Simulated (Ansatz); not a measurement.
## LaGaS3 (model cell, started as cubic perovskite with Ga in the octahedra): phonons and vibrational spectra

Aim: the phonons of LaGaS3 (model cell, started as cubic perovskite with Ga in the octahedra) at a cell relaxed beforehand at this level. After the zone centre comes a 4×4×4 q mesh on a 8×8×8 k mesh.

Method: DFT PBEsol, scalar-relativistic, plane waves, PAW; PAW set soft_1, in Ansatz 0.2.0.

The structure was built from a prototype and need not be the compound's stable phase.

## Step 1: Set-up

Symmetry: Pm-3m, No. 221, cubic system. Conventional cell: a = 4.679 Å, b = 4.679 Å, c = 4.679 Å, α = 90.00°, β = 90.00°, γ = 90.00°. Nearest to La lie 12 S at 3.31 Å. Nearest to Ga lie 6 S at 2.34 Å. S has 2 Ga at 2.34 Å and 4 La at 3.31 Å nearest. Farther neighbours and most contacts between anions are not listed.

Coordinates:

```cif
data_structure
_symmetry_space_group_name_H-M 'P 1'
_symmetry_Int_Tables_number 1
_cell_length_a 4.6786
_cell_length_b 4.6786
_cell_length_c 4.6786
_cell_angle_alpha 90.000
_cell_angle_beta 90.000
_cell_angle_gamma 90.000
_cell_volume 102.41
loop_
_atom_site_label
_atom_site_type_symbol
_atom_site_fract_x
_atom_site_fract_y
_atom_site_fract_z
_atom_site_occupancy
La1 La 0.00000 0.00000 0.00000 1
Ga2 Ga 0.50000 0.50000 0.50000 1
S3 S 0.50000 0.50000 0.00000 1
S4 S 0.50000 0.00000 0.50000 1
S5 S 0.00000 0.50000 0.50000 1
```

## Step 2: Linear response at the zone centre

The cell comes from relaxations at this level that are not shown. The zone centre comes first: it holds the modes that light can see, as far as symmetry allows. No field response is asked, since the mesh shows no gap.

File input.yaml:

```yaml
crystal:
  lattice:
    - [4.6785878409, 0.0, 0.0]
    - [0.0, 4.6785878409, 0.0]
    - [0.0, 0.0, 4.6785878409]
  atoms:
    - { symbol: La, position: [0.0, 0.0, 0.0] }
    - { symbol: Ga, position: [0.5, 0.5, 0.5] }
    - { symbol: S, position: [0.5, 0.5, 0.0] }
    - { symbol: S, position: [0.5, 0.0, 0.5] }
    - { symbol: S, position: [0.0, 0.5, 0.5] }
kpoints:
  mp_grid: { grid: [8, 8, 8] }
hamiltonian:
  xc: pbesol
  pseudopotentials: { kind: paw, azcp: { folder: soft_1 }, xc_functional: pbe }
scf:
  occupations: { method: methfessel_paxton, width: 0.2 }
output:
  eigenvalues: true
phonons:
  method: dfpt
```

Run with:

```console
ansatz run input.yaml --threads 8 --pin off --max-ram 16384MiB --backend cpu --events-out ev --progress --plain --runs-dir out
```

Numbers of over 12 decimals in the logs are rounded to 6 here.

Log:

```text
zone centre: on kpoints.mp_grid the ground state, and the responses unless they are solved on pairs of k-points, stand on 125 of the mesh's 512 k-points, reduced under 8 symmetry operations, with k and −k counted as one. Each operation leaves every solved displacement unchanged or reverses it
Engine: ansatz 0.2.0, aarch64-unknown-linux-gnu
Pseudopotentials: kind: paw
Pseudopotential: La, paw, valence charge 11, recommended cutoff 420 eV (normal), soft_1/La.paw.azcp
Pseudopotential: Ga, paw, valence charge 13, recommended cutoff 420 eV (normal), soft_1/Ga.paw.azcp
Pseudopotential: S, paw, valence charge 6, recommended cutoff 420 eV (normal), soft_1/S.paw.azcp
Functional definition: PBEsol
  exchange = pbesol_x
  correlation = pbesol_c
Crystal: 5 atoms, lattice volume = 102.410 Å³
Basis set: ecut = 420 eV, 2007 PW (Γ), exchange–correlation on 64×64×64 points (8 copies of the dense FFT grid, shifted against one another)
Bands: 26, of which v1, the nominal top of the filled ones, is band 21 counted from 1 (20 counted from 0)
Symmetry: 48 space group operations
k-points: 125 of 512 (irreducible under 8 space group operations)
Non-local potential: La, projectors of the file, l = 0: 3, l = 1: 2, l = 2: 2, l = 3: 3
Non-local potential: Ga, projectors of the file, l = 0: 2, l = 1: 2, l = 2: 3, l = 3: 1
Non-local potential: S, projectors of the file, l = 0: 2, l = 1: 2, l = 2: 1
PAW form: soft (Blöchl's): semilocal exchange-correlation on the pseudo side does not see the compensation charge
PAW frozen core: La, regenerated for the run's functional, and the local potential with it (the file was generated under x = pbe(κ = 0.804, μ = 0.219515), c = pbe(β = 0.066725))
PAW frozen core: Ga, regenerated for the run's functional, and the local potential with it (the file was generated under x = pbe(κ = 0.804, μ = 0.219515), c = pbe(β = 0.066725))
PAW frozen core: S, regenerated for the run's functional, and the local potential with it (the file was generated under x = pbe(κ = 0.804, μ = 0.219515), c = pbe(β = 0.066725))
PAW one-centre angular grid: La, 590 points (default); XC on 64 Gauss nodes
PAW one-centre angular grid: Ga, 590 points (default); XC on 64 Gauss nodes
PAW one-centre angular grid: S, 110 points (default); XC on 64 Gauss nodes
Initial density: superposition of atomic densities (chi_scale 0.1, normalization cell, long waves kept (reshape's long-wave potential 0.00 eV rms))
Initial wavefunctions: pseudopotential atomic-orbital guess
Functional: x = pbesol(κ = 0.804, μ = 0.123457), c = pbesol(β = 0.046)
SCF iter   1: F=—  HF=-12565.457472 eV  |F-HF|=—  |Δ(HF+E_count)|=         —  Δρ=3.95e-2  dr2=2.44e0  ethr=3.10e-3  ⟨swp⟩=7.7  Hψ=57247  notcnv=0  defer=87
automatic band count: the SCF goes on with 31 bands, as 26 were too few: they end inside the smearing window of the response
automatic band count: the SCF goes on with 41 bands, as 31 were too few: they end inside the smearing window of the response
preconditioner: auto → Kerker (q_TF=auto, 2.352 Å⁻¹)  [metal: Δε(μ)=0.036 eV  Ē_g=12.885 eV  σ=0.200 eV  W_gap=0.15  n_scr=26 (ndim 8)  ℏωp=23.2 eV  f_vac=0.000  D(μ)=1.47/eV (n_scr^D=6)]
SCF iter   2: F=—  HF=-12565.252640 eV  |F-HF|=—  |Δ(HF+E_count)|=   2.05e-1  S|Δr|=    0.00e0  Δρ=2.45e-2  dr2=9.66e-1  ethr=3.10e-3  ⟨swp⟩=1.9  Hψ=6711  notcnv=0  defer=287
SCF iter   3: F=—  HF=-12565.105671 eV  |F-HF|=—  |Δ(HF+E_count)|=   1.47e-1  S|Δr|=    0.00e0  Δρ=7.90e-3  dr2=1.16e-1  ethr=2.30e-3  ⟨swp⟩=2.0  Hψ=6128  notcnv=0  defer=287
SCF iter   4: F=—  HF=-12565.082801 eV  |F-HF|=—  |Δ(HF+E_count)|=   2.29e-2  S|Δr|=    0.00e0  Δρ=5.08e-3  dr2=4.24e-2  ethr=2.77e-4  ⟨swp⟩=2.0  Hψ=8589  notcnv=0  defer=623
SCF iter   5: F=—  HF=-12565.071866 eV  |F-HF|=—  |Δ(HF+E_count)|=   1.09e-2  S|Δr|=    0.00e0  Δρ=1.99e-3  dr2=2.04e-3  ethr=1.01e-4  ⟨swp⟩=2.0  Hψ=7826  notcnv=0  defer=723
SCF iter   6: F=—  HF=-12565.070980 eV  |F-HF|=—  |Δ(HF+E_count)|=   8.86e-4  S|Δr|=    0.00e0  Δρ=4.62e-4  dr2=2.11e-4  ethr=4.86e-6  ⟨swp⟩=2.6  Hψ=5578  notcnv=0  defer=752
SCF iter   7: F=—  HF=-12565.070933 eV  |F-HF|=—  |Δ(HF+E_count)|=   4.69e-5  S|Δr|=    0.00e0  Δρ=5.19e-5  dr2=5.99e-6  ethr=5.03e-7  ⟨swp⟩=2.1  Hψ=5977  notcnv=0  defer=752
SCF iter   8: F=—  HF=-12565.070931 eV  |F-HF|=—  |Δ(HF+E_count)|=   1.56e-6  S|Δr|=    0.00e0  Δρ=1.42e-5  dr2=5.90e-7  ethr=1.43e-8  ⟨swp⟩=2.0  Hψ=6286  notcnv=0  defer=752
SCF iter   9: F=—  HF=-12565.070931 eV  |F-HF|=—  |Δ(HF+E_count)|=   5.11e-7  S|Δr|=    0.00e0  Δρ=4.17e-6  dr2=3.04e-8  ethr=1.41e-9  ⟨swp⟩=2.2  Hψ=5997  notcnv=0  defer=928
SCF iter  10: F=—  HF=-12565.070931 eV  |F-HF|=—  |Δ(HF+E_count)|=  5.91e-10  S|Δr|=    0.00e0  Δρ=6.47e-7  dr2=4.38e-10  ethr=7.24e-11  ⟨swp⟩=2.1  Hψ=5196  notcnv=0  defer=928
SCF iter  11: F=—  HF=-12565.070931 eV  |F-HF|=—  |Δ(HF+E_count)|=  1.16e-10  S|Δr|=    0.00e0  Δρ=1.59e-7  dr2=3.30e-11  ethr=1.04e-12  ⟨swp⟩=2.1  Hψ=6289  notcnv=0  defer=928
SCF iter  12: F=-12565.070931 eV  HF=-12565.070931 eV  |F-HF|=0.00e0  |Δ(HF+E_count)|=  3.64e-12  S|Δr|=    0.00e0  Δρ=4.45e-8  dr2=1.55e-12  ethr=1.00e-12  ⟨swp⟩=13.4  Hψ=31782  notcnv=0
SCF 1 converged in 12 iterations: F = -12565.070931 eV  dr2 = 1.55e-12
  greatest PAW one-centre occupation: 0.995 electrons in one spin orbital (limit 2), on the Ga atom at site 1 (counted from 0), in its partial waves of l = 2
DFPT response loops at Γ: preconditioner auto → Kerker (q_TF=auto, 2.352 Å⁻¹) (partly filled bands, converged f_vac=0.000); β = 1.00, the filter's whole step (`scf.mixing.beta` (0.50) is not read by the response loops under this deck's `scf.mixing.preconditioner`; to damp them name `kerker` or `kerker_dos`, under which they read `scf.mixing.beta`, and type it under 1.00, their step now; both keys bind the ground state too); Broyden in place of MSR1
SCF converged after 12 iterations
Stability not checked: this state was not tested for a lower state beside it, because cold or Methfessel-Paxton smearing, or corrected tetrahedra, fill the levels in a way that the test cannot read (fill_not_monotonic; see scf.lower_state_search)
Free energy (F): -12565.070931 eV
Harris-Foulkes:  -12565.070931 eV  (|F-HF|=0.00e0)
Internal energy: -12565.074777 eV  (E = F + TS)
E sigma→0 (E₀):  -12565.071892 eV
Entropy (-TS):   0.003846 eV (0.769 meV/atom)
Fermi energy:    9.243907 eV
--- Per-component energies (eV) ---
  E_band       = -45.771707
  E_kinetic    = 614.289070
  E_local      = -2293.233446  (includes V_loc(G=0)·N_el)
  E_nonlocal   = 104.968727
  E_hartree    = 1247.952263
  E_xc         = -469.357630
  E_vxc        = -449.492817  (∫ρ·V_xc dr)
  E_paw        = -9062.472229  (= ΣΔE_a)
  E_vpaw       = -518.207559  (= ΣTr[D̂ρ^β])
  E_aug_tail   = -0.000218  (compensation charges beyond the density's cutoff)
  E_ewald      = -2708.439177
  E_core_change = 1.217863  (= ΣΔE_core)
  E_smearing   = 0.003846  (= −TS)
  E_closure    = 0.000000  (closes the sum)
  Σ components = -12565.070931   (vs F -12565.070931, Δ=0.00e0)
--- Band table (eV; the first three rows and the last of 125) ---
  k-point 0: bands = [... 17 lower, 7.8415, 7.8415, 8.8069, 8.8069, 8.8069, 10.6306, 10.6306, 11.1184, ... 16 higher]
  k-point 1: bands = [... 17 lower, 7.7078, 7.7078, 8.6897, 8.6897, 8.7969, 10.7507, 10.8742, 11.0962, ... 16 higher]
  k-point 2: bands = [... 17 lower, 7.4575, 7.4575, 8.4091, 8.4091, 9.5470, 10.9537, 11.0653, 11.0770, ... 16 higher]
  k-point 124: bands = [... 17 lower, 8.9227, 9.3992, 9.3992, 9.3992, 11.0832, 11.0832, 11.0832, 11.1373, ... 16 higher]
--- Phonons (Γ-DFPT): 4 representative perturbations + reference, on 125 of 512 k-points (Σ response iterations 13) ---
  k mesh reduced under 8 symmetry operations, with k and −k counted as one. Each operation leaves every solved displacement unchanged or reverses it
  ASR residual: 7.565e-5 → 0.000e0 eV/Å²; symmetrization residual: 5.025e-6 eV/Å²
  ASR residual per site (eV/Å²): 1.07e-5 7.57e-5 1.64e-5 1.64e-5 1.64e-5
  Γ frequencies (cm⁻¹): -102.44 -102.44 -102.44 -98.45 -98.45 -98.45 0.00 0.00 0.00 49.53 49.53 49.53 356.78 356.78 356.78
  non-analytic LO–TO correction: not included (Born effective charges unavailable; polar crystals: no LO–TO splitting at Γ)
```

Wall time 30 s (8 threads of Arm Neoverse V1, shared host); peak memory 1.7 GiB.

Numbers from this step:

```
volume per atom                                         : 20.48 Å³
gap on the k-mesh                                       : 0 eV
sum-rule residual before enforcement                    : 7.57e-5 eV/Å²
point group                                             : m-3m
highest optical mode at the zone centre (no LO-TO term) : 356.8 cm⁻¹
lowest optical zone-centre mode                         : -102.4 cm⁻¹
```

Patterns of degenerate modes are one choice out of their space. Modes at Γ, with each element's share of the kinetic energy (negative means imaginary):

| mode | frequency (cm⁻¹) | symmetry | La % | Ga % | S % |
| --- | --- | --- | --- | --- | --- |
| 1 | -102.4 | T1u | 28 | 2 | 70 |
| 2 | -102.4 | T1u | 28 | 2 | 70 |
| 3 | -102.4 | T1u | 28 | 2 | 70 |
| 4 | -98.5 | T2u | 0 | 0 | 100 |
| 5 | -98.5 | T2u | 0 | 0 | 100 |
| 6 | -98.5 | T2u | 0 | 0 | 100 |
| 7 | 0.0 | acoustic | 46 | 23 | 32 |
| 8 | 0.0 | acoustic | 46 | 23 | 32 |
| 9 | 0.0 | acoustic | 46 | 23 | 32 |
| 10 | 49.5 | T1u | 27 | 59 | 14 |
| 11 | 49.5 | T1u | 27 | 59 | 14 |
| 12 | 49.5 | T1u | 27 | 59 | 14 |
| 13 | 356.8 | T1u | 0 | 16 | 84 |
| 14 | 356.8 | T1u | 0 | 16 | 84 |
| 15 | 356.8 | T1u | 0 | 16 | 84 |

Displacements in mode 3 (-102.4 cm⁻¹), the largest set to 1:
```
La1  0.00 -0.43  0.40
Ga2  0.00 -0.16  0.15
S3   0.00  1.00 -0.20
S4   0.00  0.21 -0.93
S5   0.00  1.00 -0.93
```

Displacements in mode 15 (356.8 cm⁻¹), the largest set to 1:
```
La1  0.00  0.00  0.00
Ga2  0.00 -0.30  0.24
S3   0.00 -0.16 -0.78
S4   0.00  1.00  0.13
S5   0.00 -0.16  0.13
```

Before it was imposed, the acoustic sum rule was missed by 7.6e-5 eV/Å². Small misses are needed for a sound result but don't prove that mesh and cutoff are converged. The lowest optical mode is imaginary, 102.4i cm⁻¹, so the energy falls along it.

[end of part 1 of 2]

[Logs are printed without paths, hosts, clocks, repeated set-up lines and the standing remarks that a program may print on its own settings, such as how far it seeks lower states.]

[Hosts, paths, dates, database ids (printed as entryN), source tags and the programs' standing remarks are cut or masked in the printed files.]
